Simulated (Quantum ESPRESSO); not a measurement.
# ZnO (zincite) (P6_3mc) in Quantum ESPRESSO: reference runs

Reference runs on ZnO (zincite): the cell as given and a disturbed copy.

All numbers are computed with Quantum ESPRESSO 7.5; they aren't measurements. Logs are shortened: lines on timing, memory, paths and dates and some standing lists are left out, and cuts for length are marked.

**The experiment to reproduce.**

“Electronic structure of alkaline earth and post-transition metal oxides”, 2009, arxiv:0908.1581 quotes, for a bulk crystal of ZnO: band gap 3.37 eV.

The results are compared with them further down.

## 1. Starting point

The structure is hexagonal, space group P6_3mc (No. 186). The conventional cell has a = 3.249 Å, b = 3.249 Å, c = 5.206 Å, α = 90.00°, β = 90.00°, γ = 120.00°. Zn (site symmetry 3m) has 4 O at 1.97 to 1.98 Å as nearest neighbours. O (site symmetry 3m) is surrounded by 4 Zn at 1.97 to 1.98 Å.

## 2. Single point, PBE

The input, pw.in:

```
&CONTROL
  calculation = 'scf'
  prefix = 'pwscf'
  outdir = './tmp'
  pseudo_dir = './pseudo'
  tprnfor = .true.
  tstress = .true.
  disk_io = 'nowf'
/
&SYSTEM
  ibrav = 0
  nat = 4
  ntyp = 2
  ecutwfc = 55
  ecutrho = 440
  nbnd = 36
  occupations = 'smearing'
  smearing = 'fd'
  degauss = 0.00367493
/
&ELECTRONS
  conv_thr = 8d-10
  electron_maxstep = 120
  mixing_beta = 0.5
/
ATOMIC_SPECIES
Zn    65.3800 Zn_pbe_v1.uspp.F.UPF
O     15.9990 O.pbe-n-kjpaw_psl.0.1.UPF
CELL_PARAMETERS angstrom
   3.2493080000    0.0000000000    0.0000000000
  -1.6246540000    2.8139832727    0.0000000000
   0.0000000000    0.0000000000    5.2057090000
ATOMIC_POSITIONS crystal
Zn     0.6666666667    0.3333333333    0.0000000000
Zn     0.3333333333    0.6666666667    0.5000000000
O      0.3333333333    0.6666666667    0.8790100000
O      0.6666666667    0.3333333333    0.3790100000
K_POINTS automatic
9 9 5 0 0 0
```

Potentials or basis: SSSP 1.3 efficiency PBE.

On the command line:

```bash
> OMP_NUM_THREADS=1 pw.x -in pw.in > pw.out
```

pw.out:

```text
This program is part of the open-source Quantum ESPRESSO suite
     for quantum simulation of materials; please cite
         "P. Giannozzi et al., J. Phys.:Condens. Matter 21 395502 (2009);
         "P. Giannozzi et al., J. Phys.:Condens. Matter 29 465901 (2017);
         "P. Giannozzi et al., J. Chem. Phys. 152 154105 (2020);
     in publications or presentations arising from this work. More details at

     file O.pbe-n-kjpaw_psl.0.1.UPF: wavefunction(s)  2P renormalized
     Message from routine setup:
     using ibrav=0 with symmetry is DISCOURAGED, use correct ibrav instead

     G-vector sticks info
     --------------------
     sticks:   dense  smooth     PW     G-vecs:    dense   smooth      PW
     Sum        1147     583    163                50111    17777    2875

     Using Slab Decomposition

     bravais-lattice index     =            0
     lattice parameter (alat)  =       6.1403  a.u.
     unit-cell volume          =     321.2099 (a.u.)^3
     number of atoms/cell      =            4
     number of atomic types    =            2
     number of electrons       =        52.00
     number of Kohn-Sham states=           36
     kinetic-energy cutoff     =      55.0000  Ry
     charge density cutoff     =     440.0000  Ry
     scf convergence threshold =      8.0E-10
     mixing beta               =       0.5000
     number of iterations used =            8  plain     mixing
     Exchange-correlation= SLA  PW   PBX  PBC
                           (   1   4   3   4   0   0   0)

     celldm(1)=   6.140302  celldm(2)=   0.000000  celldm(3)=   0.000000
     celldm(4)=   0.000000  celldm(5)=   0.000000  celldm(6)=   0.000000

     crystal axes: (cart. coord. in units of alat)
               a(1) = (   1.000000   0.000000   0.000000 )
               a(2) = (  -0.500000   0.866025   0.000000 )
               a(3) = (   0.000000   0.000000   1.602098 )

     reciprocal axes: (cart. coord. in units 2 pi/alat)
               b(1) = (  1.000000  0.577350 -0.000000 )
               b(2) = (  0.000000  1.154701  0.000000 )
               b(3) = (  0.000000 -0.000000  0.624182 )

     PseudoPot. # 1 for Zn read from file:
     Zn_pbe_v1.uspp.F.UPF
     Pseudo is Ultrasoft, Zval = 20.0
     Generated by new atomic code, or converted to UPF format
     Using radial grid of  943 points,  6 beta functions with:
                l(1) =   0
                l(2) =   0
                l(3) =   1
                l(4) =   1
                l(5) =   2
                l(6) =   2
     Q(r) pseudized with  8 coefficients,  rinner =    1.100   1.100   1.100
                                                       1.100   1.100

     PseudoPot. # 2 for O  read from file:
     O.pbe-n-kjpaw_psl.0.1.UPF
     Pseudo is Projector augmented-wave + core cor, Zval =  6.0
     Generated using "atomic" code by A. Dal Corso  v.5.0.99 svn rev. 10869
     Shape of augmentation charge: BESSEL
     Using radial grid of 1095 points,  4 beta functions with:
                l(1) =   0
                l(2) =   0
                l(3) =   1
                l(4) =   1
     Q(r) pseudized with 0 coefficients

     atomic species   valence    mass     pseudopotential
     Zn               20.00    65.38000     Zn( 1.00)
     O                 6.00    15.99900     O ( 1.00)

     12 Sym. Ops. (no inversion) found ( 6 have fractional translation)

   Cartesian axes

     site n.     atom                  positions (alat units)
         1        Zn     tau(   1) = (   0.5000000   0.2886751   0.0000000  )
         2        Zn     tau(   2) = (  -0.0000000   0.5773503   0.8010489  )
         3        O      tau(   3) = (  -0.0000000   0.5773503   1.4082599  )
         4        O      tau(   4) = (   0.5000000   0.2886751   0.6072111  )

     number of k points=    36  Fermi-Dirac smearing, width (Ry)=  0.0037
                       cart. coord. in units 2pi/alat
        k(    1) = (   0.0000000   0.0000000   0.0000000), wk =   0.0049383
        k(    2) = (   0.0000000   0.0000000   0.1248363), wk =   0.0098765
        k(    3) = (   0.0000000   0.0000000   0.2496727), wk =   0.0098765
        k(    4) = (   0.0000000   0.1283001   0.0000000), wk =   0.0296296
        k(    5) = (   0.0000000   0.1283001   0.1248363), wk =   0.0592593
        k(    6) = (   0.0000000   0.1283001   0.2496727), wk =   0.0592593
[... 28 lines left out ...]
        k(   35) = (   0.3333333   0.5773503   0.1248363), wk =   0.0197531
        k(   36) = (   0.3333333   0.5773503   0.2496727), wk =   0.0197531

     Dense  grid:    50111 G-vectors     FFT dimensions: (  45,  45,  72)

     Smooth grid:    17777 G-vectors     FFT dimensions: (  30,  30,  48)

     Initial potential from superposition of free atoms

     starting charge      51.9997, renormalised to      52.0000
     Starting wfcs are   34 randomized atomic wfcs +    2 random wfcs

     Self-consistent Calculation

     iteration #  1     ecut=    55.00 Ry     beta= 0.50
     Davidson diagonalization with overlap
     ethr =  1.00E-02,  avg # of iterations =  4.4

     total energy              =   -1006.25503632 Ry
     estimated scf accuracy    <       0.84104014 Ry

     iteration #  2     ecut=    55.00 Ry     beta= 0.50
     Davidson diagonalization with overlap
     ethr =  1.62E-03,  avg # of iterations =  2.0

     total energy              =   -1006.50237822 Ry
     estimated scf accuracy    <       0.35969365 Ry

     iteration #  3     ecut=    55.00 Ry     beta= 0.50
     Davidson diagonalization with overlap
     ethr =  6.92E-04,  avg # of iterations =  2.0

     total energy              =   -1006.56917824 Ry
     estimated scf accuracy    <       0.00799674 Ry

     iteration #  4     ecut=    55.00 Ry     beta= 0.50
     Davidson diagonalization with overlap
     ethr =  1.54E-05,  avg # of iterations =  2.8

     total energy              =   -1006.57000108 Ry
     estimated scf accuracy    <       0.00168131 Ry

     iteration #  5     ecut=    55.00 Ry     beta= 0.50
     Davidson diagonalization with overlap
     ethr =  3.23E-06,  avg # of iterations =  2.4

     total energy              =   -1006.57017122 Ry
     estimated scf accuracy    <       0.00003166 Ry

     iteration #  6     ecut=    55.00 Ry     beta= 0.50
     Davidson diagonalization with overlap
     ethr =  6.09E-08,  avg # of iterations =  2.1

     total energy              =   -1006.57017795 Ry
     estimated scf accuracy    <       0.00000586 Ry

     iteration #  7     ecut=    55.00 Ry     beta= 0.50
     Davidson diagonalization with overlap
     ethr =  1.13E-08,  avg # of iterations =  2.0

     total energy              =   -1006.57017840 Ry
     estimated scf accuracy    <       0.00000011 Ry

     iteration #  8     ecut=    55.00 Ry     beta= 0.50
     Davidson diagonalization with overlap
     ethr =  2.14E-10,  avg # of iterations =  2.0

     total energy              =   -1006.57017843 Ry
     estimated scf accuracy    <       0.00000001 Ry

     iteration #  9     ecut=    55.00 Ry     beta= 0.50
     Davidson diagonalization with overlap
     ethr =  1.92E-11,  avg # of iterations =  2.0

     End of self-consistent calculation

          k = 0.0000 0.0000 0.0000 (  2237 PWs)   bands (ev):

  -114.6088-114.6087 -68.8091 -68.8057 -68.8047 -68.8047 -68.8040 -68.8040
    -9.2575  -8.5196   3.1153   3.1153   3.1546   3.2076   3.3126   3.3126
     4.2812   4.2812   4.4953   4.4953   4.7635   8.0069   8.0069   8.7468
     8.8189   8.8189   9.6226  14.0463  17.0891  21.6983  21.6983  22.9547
    22.9694  22.9694  25.3382  26.9859

          k = 0.0000 0.0000 0.1248 (  2231 PWs)   bands (ev):

  -114.6088-114.6087 -68.8087 -68.8060 -68.8046 -68.8046 -68.8041 -68.8041
    -9.1905  -8.5937   3.0462   3.0829   3.1253   3.1253   3.2839   3.2839
     4.3091   4.3091   4.4835   4.4835   5.2032   8.0347   8.0860   8.0860
     8.7432   8.7432  10.4608  13.7146  17.3887  21.6895  21.7059  21.7059
    22.6944  22.6944  25.7984  27.4077

          k = 0.0000 0.0000 0.2497 (  2202 PWs)   bands (ev):

  -114.6088-114.6087 -68.8078 -68.8068 -68.8044 -68.8044 -68.8042 -68.8042
    -9.0118  -8.7839   2.8999   2.9447   3.1600   3.1600   3.2200   3.2200
     4.3754   4.3754   4.4426   4.4426   6.0989   7.0764   8.2918   8.2918
     8.5430   8.5430  11.6859  12.8488  18.2800  19.7691  21.8301  21.8301
    22.1883  22.1883  26.5599  27.5354

          k = 0.0000 0.1283 0.0000 (  2227 PWs)   bands (ev):

  -114.6088-114.6087 -68.8089 -68.8058 -68.8048 -68.8047 -68.8043 -68.8041
    -9.1898  -8.4902   3.0399   3.1535   3.1956   3.2761   3.3386   3.3675
     4.2532   4.2779   4.5015   4.5481   4.7493   7.5670   7.8432   8.1261
     8.6637   8.7321  10.4784  14.5462  17.0830  20.5155  21.8158  22.1029
    23.1149  23.1224  24.7236  26.2952

          k = 0.0000 0.1283 0.1248 (  2210 PWs)   bands (ev):

  -114.6088-114.6087 -68.8086 -68.8061 -68.8048 -68.8046 -68.8043 -68.8041
    -9.1258  -8.5598   2.9935   3.0707   3.1653   3.1892   3.3168   3.3373
     4.2882   4.3057   4.4874   4.5067   5.2306   7.6240   7.7951   7.9305
     8.5594   8.6496  10.9914  14.1634  17.3910  20.5696  21.6516  21.8239
    22.0150  22.8073  25.6062  26.9028

          k = 0.0000 0.1283 0.2497 (  2218 PWs)   bands (ev):

  -114.6088-114.6087 -68.8079 -68.8069 -68.8046 -68.8045 -68.8045 -68.8043
    -8.9554  -8.7393   2.8773   2.8947   3.2009   3.2042   3.2548   3.2692
     4.3683   4.3722   4.4421   4.4500   6.1203   7.0042   7.9330   8.1564
     8.2695   8.4310  12.0684  13.2289  18.2616  19.6578  21.0579  21.4873
    21.9429  22.2906  26.6231  27.5008
[... 211 lines left out ...]
  -114.6087-114.6087 -68.8078 -68.8076 -68.8059 -68.8057 -68.8053 -68.8052
    -8.4436  -8.3931   2.9473   2.9918   3.3590   3.4872   3.7558   3.7627
     4.3540   4.3909   4.6515   4.7382   5.1122   5.2924   6.2052   6.7362
     7.3603   7.6686  15.4488  15.9061  17.2426  17.5292  18.2967  18.7816
    22.9147  23.8739  24.9803  25.9471

          k = 0.3333 0.5774 0.0000 (  2199 PWs)   bands (ev):

  -114.6087-114.6087 -68.8071 -68.8071 -68.8062 -68.8059 -68.8059 -68.8053
    -8.4017  -8.4017   3.0724   3.4603   3.4603   3.8452   4.0907   4.0907
     4.2097   4.3468   4.3822   4.3822   5.0563   5.2945   5.2945   6.9047
     6.9047   7.1135  16.5146  16.5146  16.5317  16.9761  19.6651  19.6651
    21.9397  22.5813  22.5813  30.0385

          k = 0.3333 0.5774 0.1248 (  2211 PWs)   bands (ev):

  -114.6087-114.6087 -68.8074 -68.8074 -68.8061 -68.8057 -68.8057 -68.8054
    -8.3979  -8.3979   3.1132   3.3241   3.3241   3.6921   3.9517   3.9517
     4.2342   4.3363   4.5850   4.5850   5.2325   5.2325   5.3014   6.9225
     7.1495   7.1495  16.5761  16.5761  16.6134  16.9591  18.8848  18.8848
    22.3627  23.4343  23.4343  28.1122

          k = 0.3333 0.5774 0.2497 (  2229 PWs)   bands (ev):

  -114.6087-114.6087 -68.8077 -68.8077 -68.8059 -68.8056 -68.8055 -68.8055
    -8.3918  -8.3918   3.1161   3.1161   3.2364   3.4394   3.8763   3.8763
     4.2712   4.3081   4.7786   4.7786   5.1339   5.1339   5.8377   6.4374
     7.5276   7.5276  16.7737  16.7797  16.7797  16.8976  17.8473  17.8473
    23.6210  24.6147  24.6147  25.6210

     the Fermi energy is     9.2610 ev

!    total energy              =   -1006.57017843 Ry
     estimated scf accuracy    <          2.0E-10 Ry
     smearing contrib. (-TS)   =      -0.00000025 Ry
     internal energy E=F+TS    =   -1006.57017818 Ry

     The total energy is F=E-TS. E is the sum of the following terms:
     one-electron contribution =    -805.28205661 Ry
     hartree contribution      =     424.68844324 Ry
     xc contribution           =     -99.52218382 Ry
     ewald contribution        =    -507.42613471 Ry
     one-center paw contrib.   =     -19.02824628 Ry

     convergence has been achieved in   9 iterations

     Forces acting on atoms (cartesian axes, Ry/au):

     atom    1 type  1   force =    -0.00000000    0.00000000   -0.00279648
     atom    2 type  1   force =     0.00000000    0.00000000   -0.00279648
     atom    3 type  2   force =    -0.00000000   -0.00000000    0.00279648
     atom    4 type  2   force =    -0.00000000   -0.00000000    0.00279648

     Total force =     0.005593     Total SCF correction =     0.000008

     Computing stress (Cartesian axis) and pressure

          total   stress  (Ry/bohr**3)                   (kbar)     P=       51.10
   0.00030847   0.00000000  -0.00000000           45.38        0.00       -0.00
   0.00000000   0.00030847  -0.00000000            0.00       45.38       -0.00
  -0.00000000  -0.00000000   0.00042507           -0.00       -0.00       62.53

=------------------------------------------------------------------------------=
   JOB DONE.
=------------------------------------------------------------------------------=
```

It took 46 s on 1 thread of Arm Neoverse V1, shared host; peak memory 0.26 GiB.

What came out:

```yaml
Free_energy: -13695.0850 eV
Pressure: 5.1 GPa
Largest_force: 0.072 eV/Å
Band_gap_on_the_k_mesh: 0.80 eV, direct
```

Forces in eV/Å, atoms in the order of the input:
```
Zn   0.000  0.000 -0.072
Zn   0.000  0.000 -0.072
O    0.000  0.000  0.072
O    0.000  0.000  0.072
```

Stress tensor (GPa, compression positive):
```
4.54 0.00 0.00
0.00 4.54 0.00
0.00 0.00 6.25
```

(Part 1 of 2 ends here.)
